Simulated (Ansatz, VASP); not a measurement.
# Two plane-wave programs on Se

The input POSCAR:

```
Se
1.0
    4.4236565890      0.0000000000      0.0000000000
   -2.2118282945      3.8309989837      0.0000000000
    0.0000000000      0.0000000000      5.0187864228
Se
3
Direct
    0.7746000000      0.7746000000      0.0000000000
    0.0000000000      0.2254000000      0.6666666667
    0.2254000000      0.0000000000      0.3333333333
```

INCAR.step1

```
SYSTEM = Se
  PREC = Accurate
  ENCUT = 520
  ISMEAR = -1
  SIGMA = 0.05
  LREAL = .FALSE.
  LASPH = .TRUE.
  NELM = 60
  NBANDS = 16
  GGA = PE
  ALGO = Normal
  EDIFF = 1E-4
  LWAVE = .TRUE.
  LCHARG = .FALSE.
```

File INCAR.step2:

```
SYSTEM = Se
  PREC = Accurate
  ENCUT = 520
  EDIFF = 1E-6
  ISMEAR = -1
  SIGMA = 0.05
  LREAL = .FALSE.
  LASPH = .TRUE.
  NELM = 60
  ALGO = Normal
  ISIF = 2
  LWAVE = .FALSE.
  LCHARG = .FALSE.
  METAGGA = R2SCAN
  LMIXTAU = .TRUE.
  NBANDS = 16
  ISTART = 1
```

Contents of KPOINTS:

```
Automatic mesh
0
G
  7 7 6
  0 0 0
```

File input.yaml:

```yaml
crystal:
  lattice:
    - [4.423656589, 0.0, 0.0]
    - [-2.2118282945, 3.8309989837, 0.0]
    - [0.0, 0.0, 5.0187864228]
  atoms:
    - { symbol: Se, position: [0.7746, 0.7746, 0.0] }
    - { symbol: Se, position: [0.0, 0.2254, 0.6666666667] }
    - { symbol: Se, position: [0.2254, 0.0, 0.3333333333] }
hamiltonian:
  xc: r2scan
  pseudopotentials: { kind: paw }
kpoints:
  mp_grid: { grid: [7, 7, 6] }
scf:
  occupations: { method: fermi_dirac, width: 0.05 }
output:
  forces: true
  stress: true
  eigenvalues: true
```

Alike in both runs: task single point; functional r2SCAN; k mesh 7 × 7 × 6; occupations fermi-dirac, width 0.05 eV; no spin polarisation.

|  | VASP | Ansatz |
| --- | --- | --- |
| version | VASP 6.6.1 | Ansatz 0.2.0 |
| potentials or method | VASP PAW PBE potentials, release 64 (Se) | Ansatz PAW |
| plane-wave cutoff (eV) | 520 | 500 |
| valence electrons in the cell | 18 | 48 |

Ansatz gave:

* gap on the k mesh at the Fermi level (eV): 1.41
* least direct gap on the mesh (eV): 1.65
* pressure (GPa): -0.9
* largest component of the traceless stress (GPa): 0.24
* rms of the force components (eV/Å): 0.185

Q: Which values does VASP return?

A: gap on the k mesh at the Fermi level (eV): 1.40; least direct gap on the mesh (eV): 1.64; pressure (GPa): -0.9; largest component of the traceless stress (GPa): 0.25; rms of the force components (eV/Å): 0.184.

Atom by atom the forces differ by 0.001 eV/Å (rms over components). With one functional, cell and mesh, what is left measures potentials, basis and numerics. The two sets of potentials don't hold the same shells in valence.

Caveats: the PAW data sets were made with another functional, which shifts forces and pressure a little (VASP); an odd mesh through Γ misses points on the zone boundary, where band edges often lie (VASP); odd divisions of the mesh miss points on the zone boundary, where band edges often lie, so the gap on the mesh can be too wide (Ansatz); the PAW data sets come from PBE, with cores solved anew for the run's functional, which leaves a small shift of forces and pressure (Ansatz). r2SCAN opens gaps a little over a GGA but as a rule still falls short of measured ones.
